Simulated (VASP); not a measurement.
An input for Quantum ESPRESSO's pw.x (written as the equivalent of a VASP run, and not itself run):

```
&CONTROL
  calculation = 'scf'
  pseudo_dir = './pseudo'
  outdir = './out'
  tprnfor = .true.
  tstress = .true.
/
&SYSTEM
  ibrav = 0
  nat = 2
  ntyp = 2
  ecutwfc = 96
  occupations = 'smearing'
  smearing = 'methfessel-paxton'
  degauss = 0.00735
  input_dft = 'pbe'
  nspin = 2
  starting_magnetization(1) = 0.2
  tot_magnetization = 0
/
&ELECTRONS
  conv_thr = 7.3e-08
  electron_maxstep = 100
/
ATOMIC_SPECIES
  Co 58.933 Co.upf
  Pt 195.084 Pt.upf
CELL_PARAMETERS angstrom
     2.6900000    0.0000000    0.0000000
     0.0000000    2.6900000    0.0000000
     0.0000000    0.0000000    3.7000000
ATOMIC_POSITIONS crystal
  Co   0.0000000  0.0000000  0.0000000
  Pt   0.5000000  0.5000000  0.5000000
K_POINTS automatic
  12 12 9 0 0 0
```

Q: Write the VASP files for the same calculation (PBE).

A: Several could match; the one computed here: 
File POSCAR:
```
CoPt
3.70
  0.7270270270   0.0000000000   0.0000000000
  0.0000000000   0.7270270270   0.0000000000
  0.0000000000   0.0000000000   1.0000000000
Co Pt
1 1
Cart
  0.0000000000   0.0000000000   0.0000000000
  0.3635135135   0.3635135135   0.5000000000
```

KPOINTS:
```
Automatic mesh
0
Gamma
12 12 9
0 0 0
```

INCAR:
```
ALGO=Normal
EDIFF=1E-6
ENCUT=400
GGA=PE
ISIF=2
ISMEAR=1
ISPIN=2
LASPH=.True.
LCHARG=.False.
LMAXMIX=6
LORBIT=10
LREAL=.False.
LWAVE=.False.
MAGMOM=2.0 0.0
NELM=100
NUPDOWN=0
PREC=Accurate
SIGMA=0.1
SYSTEM=CoPt
```

POTCAR, in this order: Co Pt (PBE.64 set). Program: vasp_std.

What does not carry over: the potentials are each code's own (VASP's PAW set, PseudoDojo norm-conserving files in pw.x), so ENCUT and ecutwfc are chosen apart and not converted; conv_thr bounds pw.x's estimated SCF error, while EDIFF bounds the energy change between steps; starting_magnetization is a fraction of the valence charge and MAGMOM a moment in μB, so they match only roughly.

The compound is CoPt in the L1_0 structure. The cell was not relaxed at this level. The run is one of a series of settings (NUPDOWN = 0 against the base run), some of them coarse on purpose.
